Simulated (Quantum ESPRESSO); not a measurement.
Crystal: LiCl.

```
CELL_PARAMETERS angstrom
0.00000 2.56477 2.56477
2.56477 0.00000 2.56477
2.56477 2.56477 0.00000
ATOMIC_POSITIONS crystal
Cl 0.50000 0.50000 0.50000
Li 0.00000 0.00000 0.00000
```

```yaml
Program: Quantum ESPRESSO 7.5
Task: phonons
Functional: LDA
Potentials_or_basis: JTH 2.0 LDA
Cutoff: 490 eV
Density_cutoff: 2939 eV
k_mesh: 6 × 6 × 6, shifted
Occupations: fermi-dirac, width 0.05 eV
Spin: no spin polarisation
Form_of_the_LDA_correlation: PW92
Mixing_beta: 0.5
Most_SCF_iterations: 120
SCF_threshold: 4e-10 Ry
```

The cell and the atoms were relaxed first, to 15.22 Å³/atom (a = 3.505 Å, b = 3.505 Å, c = 3.505 Å, α = 60.00°, β = 60.00°, γ = 60.00°), and the response was taken there.

The first run showed a gap, so the response started from a second, tighter run with fixed occupations.

The run gives a transverse optical frequency of 236 cm⁻¹, an electronic dielectric constant of 3.19 and Born charges of ±1.15 e.

Q: What are the longitudinal frequency and the static dielectric constant?

A: The longitudinal mode lies at 412 cm⁻¹, 176 cm⁻¹ over the transverse one, and the static constant is 9.77. The two agree with the Lyddane-Sachs-Teller relation: (412/236)² = 3.05 and 9.77/3.19 = 3.06.

Caveat: the cutoff is low for these files, which shifts pressure and relaxed volume.
